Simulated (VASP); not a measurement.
# Mg (P6/mmm) in VASP: further runs

Runs on Mg. Level: r2SCAN. Tasks: single point.

Everything below comes from runs of VASP 6.6.1. Logs are shortened: lines on timing, memory, paths and dates and some standing lists are left out, and cuts for length are marked.

### 1 The structure

It takes space group P6/mmm (No. 191, hexagonal). The conventional cell has a = 3.050 Å, b = 3.050 Å, c = 3.045 Å, α = 90.00°, β = 90.00°, γ = 120.00°. Mg (site symmetry 6/mmm) is surrounded by 8 Mg at 3.04 to 3.05 Å.

This isn't the form of Mg at room conditions, which is hcp.

### 2 Single point, r2SCAN

Contents of INCAR:

```
ADDGRID = False
ALGO = Normal
EDIFF = 1E-6
ENCUT = 400
ISIF = 2
ISMEAR = 1
LASPH = True
LCHARG = False
LMIXTAU = True
LREAL = False
LWAVE = False
METAGGA = R2SCAN
NELM = 100
PREC = Accurate
SIGMA = 0.05
```

Contents of KPOINTS:

```
k-points
0
Gamma
  15 15 13
```

Contents of POSCAR:

```
Mg
1.0
    3.0502998005      0.0000000000      0.0000000000
   -1.5251499003      2.6416371164      0.0000000000
    0.0000000000      0.0000000000      3.0448375700
Mg
1
Direct
    0.0000000000      0.0000000000      0.0000000000
```

Potentials or basis: VASP PAW PBE potentials, release 64 (Mg).

Command:

```console
> cat potpaw_PBE.64/Mg/POTCAR > POTCAR
> mpirun -np 1 vasp_std > vasp.out
```

OUTCAR:

```text
EDIFF = 1E-6
   ENCUT = 400
   ISIF = 2
   ISMEAR = 1
   LASPH = True
   LREAL = False
   METAGGA = R2SCAN
   NELM = 100
   PREC = Accurate

 Found    189 irreducible k-points:

 Following reciprocal coordinates:
            Coordinates               Weight
  0.000000  0.000000  0.000000      1.000000
  0.066667  0.000000  0.000000      6.000000
  0.133333  0.000000  0.000000      6.000000
  0.200000  0.000000  0.000000      6.000000
  0.266667  0.000000  0.000000      6.000000
  0.333333  0.000000  0.000000      6.000000
   k-points           NKPTS =    189   k-points in BZ     NKDIM =    189   number of bands    NBANDS=      5
   number of dos      NEDOS =    301   number of ions     NIONS =      1
   total plane-waves  NPLWV =   8000
   dimension x,y,z NGX =    20 NGY =   20 NGZ =   20
   dimension x,y,z NGXF=    40 NGYF=   40 NGZF=   40
   ions per type =               1
   NGX,Y,Z   is equivalent  to a cutoff of  10.90, 10.90, 10.92 a.u.
   NGXF,Y,Z  is equivalent  to a cutoff of  21.80, 21.80, 21.84 a.u.
 SYSTEM =  unknown system
   PREC   = accura    normal or accurate (medium, high low for compatibility)
   ISTART =      0    job   : 0-new  1-cont  2-samecut
   ICHARG =      2    charge: 1-file 2-atom 10-const
   ISPIN  =      1    spin polarized calculation?
   LNONCOLLINEAR =      F non collinear calculations
   LSORBIT =      F    spin-orbit coupling
   LASPH  =      T    aspherical Exc in radial PAW
   ENCUT  =  400.0 eV  29.40 Ry    5.42 a.u.   4.97  4.97  4.97*2*pi/ulx,y,z
   NELM   =    100;   NELMIN=  2; NELMDL= -5     # of ELM steps
   EDIFF  = 0.1E-05   stopping-criterion for ELM
   LREAL  =      F    real-space projection
   EDIFFG = 0.1E-04   stopping-criterion for IOM
   NSW    =      0    number of steps for IOM
   IBRION =     -1    ionic relax: 0-MD 1-quasi-New 2-CG
   NFREE  =      0    steps in history (QN), initial steepest desc. (CG)
   ISIF   =      2    stress and relaxation
   ISYM   =      2    0-nonsym 1-usesym 2-fastsym
   POTIM  = 0.5000    time-step for ionic-motion
   TEBEG  =    0.0;   TEEND  =   0.0 temperature during run
   PSTRESS=    0.0 pullay stress
   NELECT =       2.0000    total number of electrons
   NUPDOWN=      -1.0000    fix difference up-down
   EMIN   =  10.00;   EMAX   =-10.00  energy-range for DOS
   EFERMI =   0.00;   METHOD = LEGACY
   ISMEAR =     1;   SIGMA  =   0.05  broadening in eV -4-tet -1-fermi 0-gaus
   EFERMI_NEDOS =   21; number of points for ismear=-14 and -15
   IALGO  =     38    algorithm
   IMIX   =      4    mixing-type and parameters
     AMIX     =   0.40;   BMIX     =  1.00
     AMIX_MAG =   1.60;   BMIX_MAG =  1.00
  volume/ion in A,a.u.               =      24.53       165.57
  Fermi-wavevector in a.u.,A,eV,Ry     =   0.709836  1.341396  6.855535  0.503868
  Thomas-Fermi vector in A             =   1.796524
   LORBIT       =      0    0 simple, 1 ext, 2 COOP (PROOUT), +10 PAW based schemes
   METAGGA = R2SCAN    functional components
   LHFCALC =     F    Hartree Fock is set to
   AEXX    =    0.0000 exact exchange contribution
   IVDW    =     0    specifies the selected vdW correction
   LEPSILON=     F    determine dielectric tensor
   LRPA    =     F    only Hartree local field effects (RPA)
 non-spin polarized calculation
 Methfessel and Paxton  Order N= 1 SIGMA  =   0.05
  energy-cutoff  :      400.00
  volume of cell :       24.53
 maximum number of plane-waves:       456
 NGX is ok and might be reduce to    20

 number of electron       2.0000000 magnetization

 Free energy of the ion-electron system (eV)
  ---------------------------------------------------
  ext. energy  EPLUGINS =         0.00000000
  ---------------------------------------------------
  free energy    TOTEN  =        -3.87104625 eV

  energy without entropy =       -3.87114754  energy(sigma->0) =       -3.87108002

 E-fermi :   2.3040     XC(G=0):  -8.8351

 val. band max:        2.2766503676   @ k =   0.4000   0.0000   0.4615
 cond. band min:       2.3348321919   @ k =   0.4000   0.1333   0.1538
 fundamental gap:      0.0581818243
 Fermi energy:         2.3039946748

 k-point     1 :       0.0000    0.0000    0.0000
  band No.  band energies     occupation
      1      -4.8379      2.00000
      2      10.8251      0.00000
      3      11.7496      0.00000
      4      15.7131      0.00000
      5      15.7131      0.00000

 k-point     2 :       0.0667    0.0000    0.0000
  band No.  band energies     occupation
      1      -4.7351      2.00000
      2      10.8147      0.00000
      3      11.8352      0.00000
      4      14.0966      0.00000
      5      15.0250      0.00000

 k-point     3 :       0.1333    0.0000    0.0000
  band No.  band energies     occupation
      1      -4.4271      2.00000
      2      10.5310      0.00000
      3      12.0921      0.00000
      4      12.1627      0.00000
      5      14.0793      0.00000

 k-point     4 :       0.2000    0.0000    0.0000
  band No.  band energies     occupation
      1      -3.9160      2.00000
      2       9.0009      0.00000
      3      11.5387      0.00000
      4      12.5208      0.00000
      5      13.2547      0.00000

 k-point     5 :       0.2667    0.0000    0.0000
  band No.  band energies     occupation
      1      -3.2049      2.00000
      2       6.9900      0.00000
      3      11.4530      0.00000
      4      12.5878      0.00000
      5      13.1211      0.00000

 k-point     6 :       0.3333    0.0000    0.0000
  band No.  band energies     occupation
      1      -2.2989      2.00000
      2       5.0472      0.00000
      3      11.3540      0.00000
      4      12.0858      0.00000
      5      13.8915      0.00000

 [... further k-points ...]
[... 5 lines left out ...]
  --------------------------------------------------------------------------------------
  -------------------------------------------------------------------------------------
  Total        0.0669404      0.0669404      0.0324074     -0.0000000     -0.0000000      0.0000000
  in kB        4.3713846      4.3713846      2.1162861     -0.0000000     -0.0000000      0.0000000
  external PRESSURE =       3.6196851 kB  Pullay stress =       0.0000000 kB

 VOLUME and BASIS-vectors are now :
 -----------------------------------------------------------------------------
  energy-cutoff  :      400.00
  volume of cell :       24.53
      direct lattice vectors                 reciprocal lattice vectors
     3.050299800  0.000000000  0.000000000     0.327836628  0.189276565  0.000000000
    -1.525149900  2.641637116  0.000000000     0.000000000  0.378553130  0.000000000
     0.000000000  0.000000000  3.044837570     0.000000000  0.000000000  0.328424744

 POSITION                                       TOTAL-FORCE (eV/Angst)
 -----------------------------------------------------------------------------------
      0.00000      0.00000      0.00000        -0.000000      0.000000      0.000000
 -----------------------------------------------------------------------------------
    total drift:                               -0.000000      0.000000      0.000000

  FREE ENERGIE OF THE ION-ELECTRON SYSTEM (eV)
  ---------------------------------------------------
  free  energy   TOTEN  =        -3.8710462538 eV

  energy  without entropy=       -3.8711475423  energy(sigma->0) =       -3.87108002
```

Run time: 30 s. Hardware: 1 thread of Intel Xeon 6975P-C (Granite Rapids), shared host; peak memory 0.13 GiB.

These settings aren't checked as converged: the numbers below hold their error.

Results:

| Property | Result |
| --- | --- |
| Free energy | -3.8710 eV |
| Pressure | 0.4 GPa |
| Band gap on the k mesh | none (metal or under the smearing width) |

Caveat: the PAW data sets were made with another functional, which shifts forces and pressure a little.

### 3 Single point, r2SCAN

This run uses another cell than the first one, of the same volume but with other edges.

INCAR is that of step 2.

KPOINTS is that of step 2.

Contents of POSCAR:

```
Mg
1.0
    3.1430880000     -0.0084060000     -0.0278050000
   -1.5788240000      2.6046760000      0.0276970000
   -0.0277550000      0.0158990000      3.0020770000
Mg
1
Direct
   -0.0144770000      0.0117080000      0.0082640000
```

Potentials or basis: VASP PAW PBE potentials, release 64 (Mg).

Command:

```console
> cat potpaw_PBE.64/Mg/POTCAR > POTCAR
> mpirun -np 1 vasp_std > vasp.out
```

Wall time 2.4 min (1 thread of Intel Xeon 6975P-C (Granite Rapids), shared host); peak memory 0.26 GiB.

These settings aren't checked as converged: the numbers below hold their error.

Results:

```yaml
Free_energy: -3.8663 eV
Pressure: 0.2 GPa
Band_gap_on_the_k_mesh: none (metal or under the smearing width)
```

Caveat: the PAW data sets were made with another functional, which shifts forces and pressure a little.

### 4 Single point, r2SCAN

Edit INCAR of step 3 so:

```diff
@@ -14,2 +14,2 @@
 PREC = Accurate
-SIGMA = 0.05
+SIGMA = 0.02
```

KPOINTS is that of step 3.

Contents of POSCAR:

```
Mg
1.0
    3.0502998005      0.0000000000      0.0000000000
   -1.5251499003      2.6416371164      0.0000000000
    0.0000000000      0.0000000000      3.0448375700
Mg
1
Direct
    0.0000000000      0.0000000000      0.0000000000
```

Potentials or basis: VASP PAW PBE potentials, release 64 (Mg).

Command:

```console
> cat potpaw_PBE.64/Mg/POTCAR > POTCAR
> mpirun -np 1 vasp_std > vasp.out
```

OUTCAR:

```text
EDIFF = 1E-6
   ENCUT = 400
   ISIF = 2
   ISMEAR = 1
   LASPH = True
   LREAL = False
   METAGGA = R2SCAN
   NELM = 100
   PREC = Accurate

 Found    189 irreducible k-points:

 Following reciprocal coordinates:
            Coordinates               Weight
  0.000000  0.000000  0.000000      1.000000
  0.066667  0.000000  0.000000      6.000000
  0.133333  0.000000  0.000000      6.000000
  0.200000  0.000000  0.000000      6.000000
  0.266667  0.000000  0.000000      6.000000
  0.333333  0.000000  0.000000      6.000000
   k-points           NKPTS =    189   k-points in BZ     NKDIM =    189   number of bands    NBANDS=      5
[... 116 lines left out ...]
      1      -2.2989      2.00000
      2       5.0473      0.00000
      3      11.3541      0.00000
      4      12.0858      0.00000
      5      13.8916      0.00000

 [... further k-points ...]
[... 5 lines left out ...]
  --------------------------------------------------------------------------------------
  -------------------------------------------------------------------------------------
  Total        0.0630602      0.0630602      0.0393842     -0.0000000     -0.0000000      0.0000000
  in kB        4.1179948      4.1179948      2.5718952     -0.0000000     -0.0000000      0.0000000
  external PRESSURE =       3.6026283 kB  Pullay stress =       0.0000000 kB

 VOLUME and BASIS-vectors are now :
 -----------------------------------------------------------------------------
  energy-cutoff  :      400.00
  volume of cell :       24.53
      direct lattice vectors                 reciprocal lattice vectors
     3.050299800  0.000000000  0.000000000     0.327836628  0.189276565  0.000000000
    -1.525149900  2.641637116  0.000000000     0.000000000  0.378553130  0.000000000
     0.000000000  0.000000000  3.044837570     0.000000000  0.000000000  0.328424744

 POSITION                                       TOTAL-FORCE (eV/Angst)
 -----------------------------------------------------------------------------------
      0.00000      0.00000      0.00000        -0.000000      0.000000      0.000000
 -----------------------------------------------------------------------------------
    total drift:                               -0.000000      0.000000      0.000000

  FREE ENERGIE OF THE ION-ELECTRON SYSTEM (eV)
  ---------------------------------------------------
  free  energy   TOTEN  =        -3.8711081999 eV

  energy  without entropy=       -3.8711233350  energy(sigma->0) =       -3.87111324
```

OSZICAR:

```text
N       E                     dE             d eps       ncg     rms          rms(c)
DAV:   1    -0.318380517763E+01   -0.31838E+01   -0.64314E+02  2085   0.209E+02
DAV:   2    -0.393506639048E+01   -0.75126E+00   -0.69151E+00  2510   0.145E+01
DAV:   3    -0.393945932928E+01   -0.43929E-02   -0.43932E-02  2605   0.131E+00
[... 12 lines left out ...]
DAV:  16    -0.387110719261E+01   -0.93480E-05   -0.12048E-05  1995   0.228E-02    0.663E-03
DAV:  17    -0.387111526532E+01   -0.80727E-05   -0.68050E-06  2200   0.153E-02    0.200E-03
DAV:  18    -0.387111232528E+01    0.29400E-05   -0.81392E-07  1895   0.816E-03    0.140E-03
DAV:  19    -0.387110917657E+01    0.31487E-05   -0.29036E-07  1070   0.461E-03    0.608E-04
DAV:  20    -0.387110819995E+01    0.97662E-06   -0.15756E-07   995   0.333E-03
   1 F= -.38711082E+01 E0= -.38711132E+01  d E =0.151351E-04
```

Run time: 29 s. Hardware: 1 thread of Intel Xeon 6975P-C (Granite Rapids), shared host; peak memory 0.13 GiB.

The run converged, but some of its settings lie outside the range that counts as converged, so its numbers aren't taken as properties of the crystal.

What came out:

```yaml
Free_energy: -3.8711 eV
Pressure: 0.4 GPa
Band_gap_on_the_k_mesh: none (metal or under the smearing width)
```

Caveat: the PAW data sets were made with another functional, which shifts forces and pressure a little.

### 5 Single point, r2SCAN

This run uses another cell than the first one, of the same volume but with other edges.

INCAR is that of step 4.

KPOINTS is that of step 4.

Contents of POSCAR:

```
Mg
1.0
    3.1430880000     -0.0084060000     -0.0278050000
   -1.5788240000      2.6046760000      0.0276970000
   -0.0277550000      0.0158990000      3.0020770000
Mg
1
Direct
   -0.0144770000      0.0117080000      0.0082640000
```

Command:

```console
> cat potpaw_PBE.64/Mg/POTCAR > POTCAR
> mpirun -np 1 vasp_std > vasp.out
```

Run time: 2.1 min. Hardware: 1 thread of Intel Xeon 6975P-C (Granite Rapids), shared host; peak memory 0.26 GiB.

The run converged, but some of its settings lie outside the range that counts as converged, so its numbers aren't taken as properties of the crystal.

Results:

* Free energy: -3.8662 eV
* Pressure: 0.3 GPa
* Band gap on the k mesh: none (metal or under the smearing width)

Caveat: the PAW data sets were made with another functional, which shifts forces and pressure a little.

### 6 The reference run

An earlier run on the cell as given: functional PBE; potentials or basis VASP PAW PBE potentials, release 64 (Mg); cutoff 520 eV; k mesh 10 × 10 × 9; occupations fermi-dirac, width 0.05 eV; no spin polarisation.

* Pressure: 1.1 GPa
* Band gap on the k mesh: none (metal or under the smearing width)
